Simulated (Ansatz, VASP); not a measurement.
# Two plane-wave programs on GaAs

File INCAR:

```
  ALGO = Normal
  EDIFF = 1E-7
  ENCUT = 520
  GGA = RE
  ISIF = 2
  ISMEAR = 0
  IVDW = 13
  LASPH = T
  LCHARG = T
  LELF = T
  LREAL = F
  LVHAR = T
  LWAVE = F
  NBANDS = 16
  NELM = 60
  PREC = Accurate
  SIGMA = 0.05
```

KPOINTS

```
k-points
0
Gamma
  8 8 8
```

POSCAR

```
GaAs
1.0
    0.0000000000      2.7803846997      2.7803846997
    2.7803846997      0.0000000000      2.7803846997
    2.7803846997      2.7803846997      0.0000000000
Ga As
1 1
Direct
    0.0000000000      0.0000000000      0.0000000000
    0.7500000000      0.7500000000      0.7500000000
```

Input for Ansatz:

```yaml
crystal:
  lattice:
    - [0.0, 2.7803846997, 2.7803846997]
    - [2.7803846997, 0.0, 2.7803846997]
    - [2.7803846997, 2.7803846997, 0.0]
  atoms:
    - { symbol: Ga, position: [0.0, 0.0, 0.0] }
    - { symbol: As, position: [0.75, 0.75, 0.75] }
basis:
  ecutwfc: 420
  ecutrho_ratio: 4
kpoints:
  mp_grid: { grid: [8, 8, 8] }
hamiltonian:
  xc: revpbe
  dispersion: d4
scf:
  occupations: { method: gaussian, width: 0.05 }
output:
  forces: true
  stress: true
  eigenvalues: true
```

Alike in both runs: task single point; functional revPBE; dispersion D4; k mesh 8 × 8 × 8; occupations gaussian, width 0.05 eV; no spin polarisation.

|  | VASP | Ansatz |
| --- | --- | --- |
| version | VASP 6.6.1 | Ansatz 0.2.0 |
| potentials or method | VASP PAW PBE potentials, release 64 (Ga_d, As) | scalar-relativistic, plane waves, PAW |
| plane-wave cutoff (eV) | 520 | 420 |
| valence electrons in the cell | 18 | 28 |

Ansatz gave:

- gap on the k mesh at the Fermi level (eV): 0.99
- least direct gap on the mesh (eV): 0.99
- pressure (GPa): 3.2
- dispersion energy (meV/atom): -729.0

Problem. Estimate VASP's values.

Solution. gap on the k mesh at the Fermi level (eV): 1.00; least direct gap on the mesh (eV): 1.00; pressure (GPa): 3.4; dispersion energy (meV/atom): -728.9.

The two sets of potentials don't hold the same shells in valence.

Caveats: the PAW data sets were made with another functional, which shifts forces and pressure a little (VASP). A k mesh can miss the band edges.
